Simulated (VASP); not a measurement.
# Re (Im-3m) in VASP: notebook

The runs below take Re through single point, with PBE.

Program: VASP 6.6.1. These are calculated values, not measurements. Logs are shortened: lines on timing, memory, paths and dates and some standing lists are left out, and cuts for length are marked.

### 1 Starting point

It takes space group Im-3m (No. 229, cubic). The conventional cell has a = 3.114 Å, b = 3.114 Å, c = 3.114 Å, α = 90.00°, β = 90.00°, γ = 90.00°. Re (site symmetry m-3m) is surrounded by 8 Re at 2.70 Å.

The cell was built by a generator and needn't be a form met in nature.

### 2 Single point, PBE, non-collinear spin, zero start, spin-orbit coupling

INCAR reads:

```
  PREC = Accurate
  ENCUT = 520
  EDIFF = 1E-6
  ISMEAR = 0
  SIGMA = 0.05
  LREAL = F
  LASPH = T
  NELM = 150
  ALGO = Normal
  ISIF = 2
  LWAVE = F
  LCHARG = F
  LNONCOLLINEAR = T
  MAGMOM = 0 0 0
  LORBIT = 11
  LSORBIT = T
  GGA_COMPAT = F
  LORBMOM = T
  LMAXMIX = 4
  GGA = PE
  NBANDS = 18
```

KPOINTS reads:

```
regular mesh
0
Gamma
  18 18 18
```

POSCAR reads:

```
Re
1.0
   -1.5572331209      1.5572331209      1.5572331209
    1.5572331209     -1.5572331209      1.5572331209
    1.5572331209      1.5572331209     -1.5572331209
Re
1
Direct
    0.0000000000      0.0000000000      0.0000000000
```

Potentials or basis: VASP PAW PBE potentials, release 64 (Re).

Launch:

```
> cat potpaw_PBE.64/Re/POTCAR > POTCAR
> mpirun -np 1 vasp_ncl > vasp.out
```

OUTCAR:

```text
PREC = Accurate
   ENCUT = 520
   EDIFF = 1E-6
   ISMEAR = 0
   LREAL = F
   LASPH = T
   NELM = 150
   ISIF = 2
   LNONCOLLINEAR = T
   LORBIT = 11
   LSORBIT = T
   GGA = PE

 ion  position               nearest neighbor table
   1  0.000  0.000  0.000-

  LATTYP: Found a body centered cubic cell.
 ALAT       =     3.1144662418

  Lattice vectors:

 A1 = (  -1.5572331209,   1.5572331209,   1.5572331209)
 A2 = (   1.5572331209,  -1.5572331209,   1.5572331209)
 A3 = (   1.5572331209,   1.5572331209,  -1.5572331209)

Analysis of symmetry for initial positions (statically):
=====================================================================
 Subroutine PRICEL returns:
 Original cell was already a primitive cell.

 Routine SETGRP: Setting up the symmetry group for a
 body centered cubic supercell.

 Subroutine GETGRP returns: Found 48 space group operations
 (whereof 48 operations were pure point group operations)
 out of a pool of 48 trial point group operations.

The static configuration has the point symmetry O_h .

Analysis of symmetry for dynamics (positions and initial velocities):
=====================================================================
 Subroutine PRICEL returns:
 Original cell was already a primitive cell.

 Routine SETGRP: Setting up the symmetry group for a
 body centered cubic supercell.

 Subroutine GETGRP returns: Found 48 space group operations
 (whereof 48 operations were pure point group operations)
 out of a pool of 48 trial point group operations.

The dynamic configuration has the point symmetry O_h .

Analysis of structural, dynamic, and magnetic symmetry:
=====================================================================
 Subroutine PRICEL returns:
 Original cell was already a primitive cell.

 Routine SETGRP: Setting up the symmetry group for a
 body centered cubic supercell.

 Subroutine GETGRP returns: Found 48 space group operations
 (whereof 48 operations were pure point group operations)
 out of a pool of 48 trial point group operations.

The overall configuration has the point symmetry O_h .

 Subroutine INISYM returns: Found 48 space group operations
 (whereof 48 operations are pure point group operations),
 and found     1 'primitive' translations

----------------------------------------------------------------------------------------

                                     Primitive cell

  volume of cell :      15.1050

  direct lattice vectors                    reciprocal lattice vectors
    -1.557233121  1.557233121  1.557233121     0.000000000  0.321082305  0.321082305
     1.557233121 -1.557233121  1.557233121     0.321082305  0.000000000  0.321082305
     1.557233121  1.557233121 -1.557233121     0.321082305  0.321082305  0.000000000

  length of vectors
     2.697206885  2.697206885  2.697206885     0.454078950  0.454078950  0.454078950

  position of ions in fractional coordinates (direct lattice)
     0.000000000  0.000000000  0.000000000

  ion indices of the primitive-cell ions
   primitive index   ion index
                 1           1

----------------------------------------------------------------------------------------

 KPOINTS: regular mesh

Automatic generation of k-mesh.
 Grid dimensions read from file:
 generate k-points for:   18   18   18

 Generating k-lattice:

  Cartesian coordinates                     Fractional coordinates (reciprocal lattice)
     0.000000000  0.017837906  0.017837906     0.055555556  0.000000000  0.000000000
     0.017837906  0.000000000  0.017837906     0.000000000  0.055555556  0.000000000
     0.017837906  0.017837906  0.000000000     0.000000000  0.000000000  0.055555556

  Length of vectors
     0.025226608  0.025226608  0.025226608

  Shift w.r.t. Gamma in fractional coordinates (k-lattice)
     0.000000000  0.000000000  0.000000000

 Subroutine IBZKPT returns following result:
 ===========================================
[... 48 lines left out ...]
   EDIFF  = 0.1E-05   stopping-criterion for ELM
   LREAL  =      F    real-space projection
   EDIFFG = 0.1E-04   stopping-criterion for IOM
   NSW    =      0    number of steps for IOM
   IBRION =     -1    ionic relax: 0-MD 1-quasi-New 2-CG
   NFREE  =      0    steps in history (QN), initial steepest desc. (CG)
   ISIF   =      2    stress and relaxation
   ISYM   =      2    0-nonsym 1-usesym 2-fastsym
   POTIM  = 0.5000    time-step for ionic-motion
   TEBEG  =    0.0;   TEEND  =   0.0 temperature during run
   PSTRESS=    0.0 pullay stress
   NELECT =       7.0000    total number of electrons
   NUPDOWN=      -1.0000    fix difference up-down
   EMIN   =  10.00;   EMAX   =-10.00  energy-range for DOS
   EFERMI =   0.00;   METHOD = LEGACY
   ISMEAR =     0;   SIGMA  =   0.05  broadening in eV -4-tet -1-fermi 0-gaus
   EFERMI_NEDOS =   21; number of points for ismear=-14 and -15
   IALGO  =     38    algorithm
   IMIX   =      4    mixing-type and parameters
     AMIX     =   0.40;   BMIX     =  1.00
     AMIX_MAG =   1.60;   BMIX_MAG =  1.00
  volume/ion in A,a.u.               =      15.11       101.93
  Fermi-wavevector in a.u.,A,eV,Ry     =   1.266875  2.394047 21.836985  1.604973
  Thomas-Fermi vector in A             =   2.400053
   LORBIT       =     11    0 simple, 1 ext, 2 COOP (PROOUT), +10 PAW based schemes
   GGA     = PE    functional components
   LHFCALC =     F    Hartree Fock is set to
   AEXX    =    0.0000 exact exchange contribution
   IVDW    =     0    specifies the selected vdW correction
   LEPSILON=     F    determine dielectric tensor
   LRPA    =     F    only Hartree local field effects (RPA)
 Gauss-broadening in eV      SIGMA  =   0.05
  energy-cutoff  :      520.00
  volume of cell :       15.11
 maximum number of plane-waves:       840
   NGX =  9   NGY =  9   NGZ =  9

 number of electron       7.0000000 magnetization       0.0000000      0.0000000      0.0000000

 number of electron       7.0000000 magnetization       0.0000000     -0.0000000     -0.0000000

 number of electron       7.0000000 magnetization      -0.0000000      0.0000000      0.0000000

 Free energy of the ion-electron system (eV)
  ---------------------------------------------------
  ext. energy  EPLUGINS =         0.00000000
  ---------------------------------------------------
  free energy    TOTEN  =       -12.41722456 eV

  energy without entropy =      -12.41538437  energy(sigma->0) =      -12.41630446

 E-fermi :   8.5095     XC(G=0): -13.5855

 val. band max:        8.5045551797   @ k =   0.1667   0.0556   0.0000
 cond. band min:       8.5148720568   @ k =  -0.3889   0.5000   0.0556
 fundamental gap:      0.0103168771
 Fermi energy:         8.5094715555

 k-point     1 :       0.0000    0.0000    0.0000
  band No.  band energies     occupation
      1      -2.1063      1.00000
      2      -2.1063      1.00000
      3       5.6051      1.00000
      4       5.6051      1.00000
      5       5.6051      1.00000
      6       5.6051      1.00000
[... 481 lines left out ...]
      5       6.8282      1.00000
      6       6.8282      1.00000
[... 10 lines left out ...]
     17      25.0188      0.00000
     18      25.0188      0.00000

 [... further k-points ...]

------------------------ aborting loop because EDIFF is reached ----------------------------------------

  FORCE on cell =-STRESS in cart. coord.  units (eV):
  Direction    XX          YY          ZZ          XY          YZ          ZX
  --------------------------------------------------------------------------------------
  -------------------------------------------------------------------------------------
  Total       -0.0268725     -0.0268725     -0.0268725      0.0000000      0.0000000     -0.0000000
  in kB       -2.8503428     -2.8503428     -2.8503428      0.0000000      0.0000000     -0.0000000
  external PRESSURE =      -2.8503428 kB  Pullay stress =       0.0000000 kB

 VOLUME and BASIS-vectors are now :
 -----------------------------------------------------------------------------
  energy-cutoff  :      520.00
  volume of cell :       15.11
      direct lattice vectors                 reciprocal lattice vectors
    -1.557233121  1.557233121  1.557233121     0.000000000  0.321082305  0.321082305
     1.557233121 -1.557233121  1.557233121     0.321082305  0.000000000  0.321082305
     1.557233121  1.557233121 -1.557233121     0.321082305  0.321082305  0.000000000

 POSITION                                       TOTAL-FORCE (eV/Angst)
 -----------------------------------------------------------------------------------
      0.00000      0.00000      0.00000         0.000000      0.000000      0.000000
 -----------------------------------------------------------------------------------
    total drift:                                0.000000     -0.000000      0.000000

  FREE ENERGIE OF THE ION-ELECTRON SYSTEM (eV)
  ---------------------------------------------------
  free  energy   TOTEN  =       -12.4172245571 eV

  energy  without entropy=      -12.4153843721  energy(sigma->0) =      -12.41630446

 orbital moment (x)

 # of ion     p       d       tot
 ----------------------------------------
  1         0.000  -0.000  -0.000
 ----------------------------------------
            0.000  -0.000  -0.000

 orbital moment (y)

 # of ion     p       d       tot
 ----------------------------------------
  1         0.000   0.000   0.000
 ----------------------------------------
            0.000   0.000   0.000

 orbital moment (z)

 # of ion     p       d       tot
 ----------------------------------------
  1        -0.000   0.000  -0.000
 ----------------------------------------
           -0.000   0.000  -0.000

 Spin-Orbit-Coupling matrix elements

 Ion:    1  E_soc:     -0.6361619
 l=   1
     0.0000000    -0.0400820    -0.0400820
    -0.0400820     0.0000000    -0.0400820
    -0.0400820    -0.0400820     0.0000000
 l=   2
     0.0000000    -0.0130414     0.0000000    -0.0130414    -0.0529036
    -0.0130414     0.0000000    -0.0396777    -0.0130414    -0.0132259
     0.0000000    -0.0396777     0.0000000    -0.0396777     0.0000000
    -0.0130414    -0.0130414    -0.0396777     0.0000000    -0.0132259
    -0.0529036    -0.0132259     0.0000000    -0.0132259     0.0000000
 l=   3
     0.0000000     0.0000000     0.0000000     0.0000000     0.0000000     0.0000000     0.0000000
     0.0000000     0.0000000     0.0000000     0.0000000     0.0000000     0.0000000     0.0000000
     0.0000000     0.0000000     0.0000000     0.0000000     0.0000000     0.0000000     0.0000000
     0.0000000     0.0000000     0.0000000     0.0000000     0.0000000     0.0000000     0.0000000
     0.0000000     0.0000000     0.0000000     0.0000000     0.0000000     0.0000000     0.0000000
     0.0000000     0.0000000     0.0000000     0.0000000     0.0000000     0.0000000     0.0000000
     0.0000000     0.0000000     0.0000000     0.0000000     0.0000000     0.0000000     0.0000000

 total charge

# of ion       s       p       d       tot
------------------------------------------
    1        0.602   0.668   4.761   6.031

 magnetization (x)

# of ion       s       p       d       tot
------------------------------------------
    1        0.000   0.000   0.000   0.000

 magnetization (y)

# of ion       s       p       d       tot
------------------------------------------
    1        0.000  -0.000  -0.000  -0.000

 magnetization (z)

# of ion       s       p       d       tot
------------------------------------------
    1       -0.000   0.000  -0.000  -0.000
```

Wall time 62 s (1 thread of Intel Xeon Platinum 8375C at 2.90GHz (Ice Lake), shared host); peak memory 0.21 GiB.

What came out:

```yaml
Free_energy: -12.4172 eV
Pressure: -0.3 GPa
Net_moment: 0.00 μB per cell
Valence_electrons_inside_the_program's_atomic_spheres: Re 6.03
```

Moments on the atoms (μB; x, y, z):
```
Re  0.00 0.00 0.00
```

### 3 Single point, PBE

This run uses another cell than the first one, of 14.70 Å³/atom, 0.973 times its volume.

INCAR reads:

```
SYSTEM = Re
PREC = Accurate
ENCUT = 520
EDIFF = 1E-6
ISMEAR = 0
SIGMA = 0.05
LREAL = .False.
LASPH = .True.
NELM = 100
ALGO = Fast
ISIF = 2
LWAVE = .False.
LCHARG = .False.
GGA = PE
NBANDS = 10
```

KPOINTS reads:

```
Automatic mesh
0
Gamma
  8 8 8
  0 0 0
```

POSCAR reads:

```
Re
1.0
   -1.5432869581      1.5432869581      1.5432869581
    1.5432869581     -1.5432869581      1.5432869581
    1.5432869581      1.5432869581     -1.5432869581
Re
1
Direct
    0.0000000000      0.0000000000      0.0000000000
```

Potentials or basis: VASP PAW PBE potentials, release 64 (Re).

Launch:

```
> cat potpaw_PBE.64/Re/POTCAR > POTCAR
> mpirun -np 1 vasp_std > vasp.out
```

OUTCAR:

```text
SYSTEM = Re
   PREC = Accurate
   ENCUT = 520
   EDIFF = 1E-6
   ISMEAR = 0
   LREAL = .False.
   LASPH = .True.
   NELM = 100
   ISIF = 2
   GGA = PE

 ion  position               nearest neighbor table
   1  0.000  0.000  0.000-

  LATTYP: Found a body centered cubic cell.
 ALAT       =     3.0865739162

  Lattice vectors:

 A1 = (  -1.5432869581,   1.5432869581,   1.5432869581)
 A2 = (   1.5432869581,  -1.5432869581,   1.5432869581)
 A3 = (   1.5432869581,   1.5432869581,  -1.5432869581)
[... 492 lines left out ...]
     10      29.9015      0.00000

 [... further k-points ...]

------------------------ aborting loop because EDIFF is reached ----------------------------------------

  FORCE on cell =-STRESS in cart. coord.  units (eV):
  Direction    XX          YY          ZZ          XY          YZ          ZX
  --------------------------------------------------------------------------------------
  -------------------------------------------------------------------------------------
  Total        0.8391295      0.8391295      0.8391295     -0.0000000     -0.0000000      0.0000000
  in kB       91.4406911     91.4406911     91.4406911     -0.0000000     -0.0000000      0.0000000
  external PRESSURE =      91.4406911 kB  Pullay stress =       0.0000000 kB

 VOLUME and BASIS-vectors are now :
 -----------------------------------------------------------------------------
  energy-cutoff  :      520.00
  volume of cell :       14.70
      direct lattice vectors                 reciprocal lattice vectors
    -1.543286958  1.543286958  1.543286958     0.000000000  0.323983817  0.323983817
     1.543286958 -1.543286958  1.543286958     0.323983817  0.000000000  0.323983817
     1.543286958  1.543286958 -1.543286958     0.323983817  0.323983817  0.000000000

 POSITION                                       TOTAL-FORCE (eV/Angst)
 -----------------------------------------------------------------------------------
      0.00000      0.00000      0.00000        -0.000000     -0.000000      0.000000
 -----------------------------------------------------------------------------------
    total drift:                                0.000000     -0.000000     -0.000000

  FREE ENERGIE OF THE ION-ELECTRON SYSTEM (eV)
  ---------------------------------------------------
  free  energy   TOTEN  =       -12.1152708773 eV

  energy  without entropy=      -12.1145352907  energy(sigma->0) =      -12.11490308
```

stdout:

```text
POSCAR found type information on POSCAR Re
 POSCAR found :  1 types and       1 ions
 scaLAPACK will be used
 LDA part: xc-table for (Slater+PW92), standard interpolation
 POSCAR, INCAR and KPOINTS ok, starting setup
 FFT: planning ... GRIDC
 FFT: planning ... GRID_SOFT
 FFT: planning ... GRID
 WAVECAR not read
 entering main loop
```

Run time: 3.4 s. Hardware: 1 thread of Intel Xeon Platinum 8375C at 2.90GHz (Ice Lake), shared host; peak memory 0.12 GiB.

Results:

| Item | Value |
| --- | --- |
| Free energy | -12.1153 eV |
| Pressure | 9.1 GPa |
| Band gap on the k mesh | none (metal or under the smearing width) |

The run has no spin-orbit coupling, so splittings on Re are missing.

### 4 Single point, PBE

This run uses another cell than the first one, of 15.63 Å³/atom, 1.035 times its volume.

INCAR reads:

```
PREC = Accurate ; ENCUT = 520
EDIFF = 1E-6 ; ISMEAR = 0
SIGMA = 0.05 ; LREAL = False
LASPH = True ; NELM = 100
ALGO = Fast ; ISIF = 2
LWAVE = False ; LCHARG = False
GGA = PE ; NBANDS = 10
```

KPOINTS reads:

```
regular mesh
0
Gamma
  8 8 8
```

POSCAR reads:

```
Re
1.0
   -1.5751881450      1.5751881450      1.5751881450
    1.5751881450     -1.5751881450      1.5751881450
    1.5751881450      1.5751881450     -1.5751881450
Re
1
Direct
    0.0000000000      0.0000000000      0.0000000000
```

Launch:

```
> cat potpaw_PBE.64/Re/POTCAR > POTCAR
> mpirun -np 1 vasp_std > vasp.out
```

Run time: 3.6 s. Hardware: 1 thread of Intel Xeon Platinum 8375C at 2.90GHz (Ice Lake), shared host; peak memory 0.12 GiB.

Results (log left out):

```yaml
Free_energy: -12.1033 eV
Pressure: -12.4 GPa
Band_gap_on_the_k_mesh: none (metal or under the smearing width)
```

Levels at points of the mesh, in eV from the Fermi level:
```tsv
k point	band 1	band 2	band 3	band 4	band 5	band 6	band 7
(0.00, 0.00, 0.00)	-10.25	-2.46	-2.46	-2.46	0.77	0.77	15.50
(0.50, 0.00, 0.00)	-6.97	-4.54	-0.03	0.63	1.45	4.14	9.27
(0.50, 0.50, 0.50)	-6.51	-6.51	3.30	3.30	3.30	7.67	7.67
```

Spin-orbit coupling is left out, which matters for the levels of Re.

### 5 Overview

```csv
spin,cell,k mesh,gap on the mesh (eV),pressure (GPa)
"non-collinear, zero start, SOC","Im-3m, 15.11 Å³/atom",18 × 18 × 18,-,-0.3
off,"Im-3m, 14.7 Å³/atom",8 × 8 × 8,none,9.1
off,"Im-3m, 15.63 Å³/atom",8 × 8 × 8,none,-12.4
```

Alike in all rows: task single point; level PBE; potentials or basis VASP PAW PBE potentials, release 64 (Re); cutoff (eV) 520; smearing gaussian 0.05 eV.

Total energies depend on the potentials used, so only differences within one code and one set of settings carry meaning.
